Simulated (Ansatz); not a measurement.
Runs of Ansatz 0.2.0 on AgBr. Symmetry: Fm-3m, No. 225, cubic system. The conventional cell has a = 5.740 Å, b = 5.740 Å, c = 5.740 Å, α = 90.00°, β = 90.00°, γ = 90.00°. Ag (site symmetry m-3m) is surrounded by 6 Br at 2.87 Å. Br (site symmetry m-3m) has 6 Ag at 2.87 Å as nearest neighbours. 

```csv
task,level,cell,k mesh,cutoff (eV),smearing,basis error allowed,mesh quality,gap on the mesh (eV),pressure (GPa),relaxed volume (Å³/atom)
relaxation of cell and atoms,PBE+D4,relaxed,8 × 8 × 8,-,fermi-dirac 0.05 eV,0.001 eV/atom,not flagged,0.67,0.0,23.56
band structure,PBEsol,as given,8 × 8 × 8,214,fermi-dirac 0.05 eV,0.001 eV/atom,not flagged,0.50,-1.6,-
band structure,LDA,as given,8 × 8 × 8,214,fermi-dirac 0.05 eV,0.001 eV/atom,not flagged,(b),-4.2,-
elastic constants,PBE,as given,6 × 6 × 6,232,fermi-dirac 0.05 eV,0.001 eV/atom,not flagged,0.67,2.3,-
relaxation of cell and atoms,RPBE,relaxed,8 × 8 × 8,-,fermi-dirac 0.05 eV,0.001 eV/atom,not flagged,0.92,0.0,(c)
single point,PBE,as given,6 × 6 × 6,187,fermi-dirac 0.03 eV,0.003 eV/atom,not flagged,0.67,2.3,-
relaxation of cell and atoms,revPBE+D4,relaxed,8 × 8 × 8,-,fermi-dirac 0.05 eV,0.001 eV/atom,not flagged,(a),0.0,23.52
single point,PBE,as given,4 × 4 × 4,180,fermi-dirac 0.04 eV,0.004 eV/atom,coarse,0.67,2.6,-
```

Alike in all rows: potentials or basis all-electron LAPW, scalar-relativistic; no spin polarisation.

Question: Estimate the missing entries.

Answer: (a) 0.80; (b) 0.38; (c) 26.95.

Caveats: some runs use coarse meshes; the volume moved by +14 % from the deposited cell, more than functionals usually miss (some runs).

A k mesh can miss the band edges, and the runs leave out spin-orbit coupling on Ag, Br.
